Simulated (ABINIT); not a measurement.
Runs of ABINIT 10.8.3 (patched build) on Fe. Symmetry: P6_3/mmc, No. 194, hexagonal system. Conventional cell: a = 2.434 Å, b = 2.434 Å, c = 3.842 Å, α = 90.00°, β = 90.00°, γ = 120.00°. Around Fe (site symmetry -6m2) lie 12 Fe at 2.38 to 2.43 Å. This isn't the form of Fe at room conditions, which is bcc.

| level | potentials or basis | k mesh | cutoff (eV) | fine-grid cutoff | gap on the mesh (eV) | moment (μB) |
| --- | --- | --- | --- | --- | --- | --- |
| LDA | JTH PAW LDA v2.0 | 7 × 7 × 4 | 463 | 925.187 eV | none | 0.44 |
| PBEsol | JTH PAW PBE v2.0 | 5 × 5 × 3 | 463 | 925.187 eV | none | 0.55 |
| PBEsol | JTH PAW PBE v2.0 | 7 × 7 × 4 | 463 | 925.187 eV | none | (a) |
| r2SCAN | JTH PAW PBE v2.0 | 5 × 5 × 3 | 544 | 1088.46 eV | none | 3.10 |

Alike in all rows: task single point; spin collinear, ferromagnetic start; cell as given; smearing fermi-dirac 0.05 eV; the mesh is coarse, so values aren't converged.

Q: Estimate the missing entries.

A: (a) 0.46.

Caveats: all runs use coarse meshes.

A gap of «none» marks a metal or a gap under the smearing width.

Runs at the PBE level aren't shown here.
